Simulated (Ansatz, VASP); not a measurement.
**Two plane-wave programs on MgS**

```xyz
2
Lattice="0.0000 2.8309 2.8309 2.8309 0.0000 2.8309 2.8309 2.8309 0.0000" Properties=species:S:1:pos:R:3 pbc="T T T"
Mg    0.0000    0.0000    0.0000
S     4.2463    4.2463    4.2463
```

Alike in both runs: task single point; functional PBE; k mesh 8 × 8 × 8; no spin polarisation.

```csv
,VASP,Ansatz
version,VASP 6.6.1,Ansatz 0.2.0
potentials or method,"VASP PAW PBE potentials, release 64 (Mg, S)","plane waves, PAW"
plane-wave cutoff (eV),520,420
occupations,"gaussian, width 0.01 eV",fixed
valence electrons in the cell,8,16
```

Ansatz gave:

```
gap on the k mesh at the Fermi level (eV) : 3.47
pressure (GPa)                            : 1.1
```

Which values does VASP return?

gap on the k mesh at the Fermi level (eV): 3.46; pressure (GPa): 0.9.

The two sets of potentials don't hold the same shells in valence.

A k mesh can miss the band edges.
